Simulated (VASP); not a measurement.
Input of a VASP 6.6.1 run:

INCAR

```
SYSTEM = Zn
PREC = Accurate
ENCUT = 520
EDIFF = 1E-7
ISMEAR = -1
SIGMA = 0.05
LREAL = .FALSE.
LASPH = .TRUE.
NELM = 60
ALGO = Normal
ISIF = 2
LWAVE = .FALSE.
LCHARG = .FALSE.
GGA = PE
NBANDS = 12
```

The input KPOINTS:

```
Automatic mesh
0
G
  12 12 12
  0 0 0
```

File POSCAR:

```
Zn
1.0
    0.0039870000      2.0045680000      1.9670160000
    1.9566530000     -0.0043170000      1.9753200000
    1.9274130000      1.9836310000      0.0249230000
Zn
1
Direct
   -0.0277730000      0.0115580000      0.0100190000
```

Potentials or basis: VASP PAW PBE potentials, release 64 (Zn).

Run with:

```sh
$ cat potpaw_PBE.64/Zn/POTCAR > POTCAR
$ mpirun -np 1 vasp_std > vasp.out
```

Question: Predict the band gap on the k mesh.

Answer: None (metal or under the smearing width).

Question: Estimate the pressure.

Answer: 0.3 GPa.

Stress tensor (GPa, compression positive):
```
 0.42 -0.66  0.56
-0.66 -0.31  0.46
 0.56  0.46  0.77
```
